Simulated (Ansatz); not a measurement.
# WS2: stiffness from a series of strains

```yaml
crystal:
  lattice:
    - [1.57900, 0.91164, 6.16333]
    - [-1.57900, 0.91164, 6.16333]
    - [0.00000, -1.82327, 6.16333]
  atoms:
    - { symbol: W, position: [0.00000, 0.00000, 0.00000] }
    - { symbol: S, position: [0.75030, 0.75030, 0.75030] }
    - { symbol: S, position: [0.58100, 0.58100, 0.58100] }
```

Atoms are numbered in the order listed.

The cell is COD entry 9012192, as deposited and not checked against the literature; nothing was relaxed.

No spin–orbit coupling, which matters for the heavy atoms here.

These are results of DFT, PBE, all-electron LAPW, scalar-relativistic (Ansatz 0.2.0), not measurements.

Settings: a Γ-centred 13×13×13 k mesh, Fermi–Dirac smearing of 0.08 eV, basis error target 0.5 meV/atom, no spin polarisation.

The strain is applied along the Cartesian axes of the cell as listed (the other components stay zero). Fractional coordinates are held (clamped ions).

σ is the change of stress from the unstrained cell, which is at 4.64 GPa; tension is positive, so slopes are stress–strain coefficients at that pressure.

Only quantities that a quadratic follows smoothly over the whole series are listed; rougher ones are left out.

```tsv
εxx = εyy	σzz (GPa)	σxx (GPa)
-0.0300	-8.41	-13.56
-0.0200	-5.32	-8.62
-0.0100	-2.52	-4.11
0.0000	0.00	0.00
0.0100	2.27	3.75
0.0300	6.13	10.26
```

Task: Fit the series and read off the stiffness at zero strain.

Result: Least-squares fits y = p0 + p1 x + p2 x² to the rows give σzz (GPa): p1 = 242, p2 = -1300; σxx (GPa): p1 = 396, p2 = -1800. So C13 + C23 = 242 GPa and C11 + C12 = 396 GPa, for these axes.

Task: One run, at εxx = εyy = 0.0200, is withheld. Predict its row.

Result: The fits give 4.34, 7.20; the run gave 4.31, 7.16.
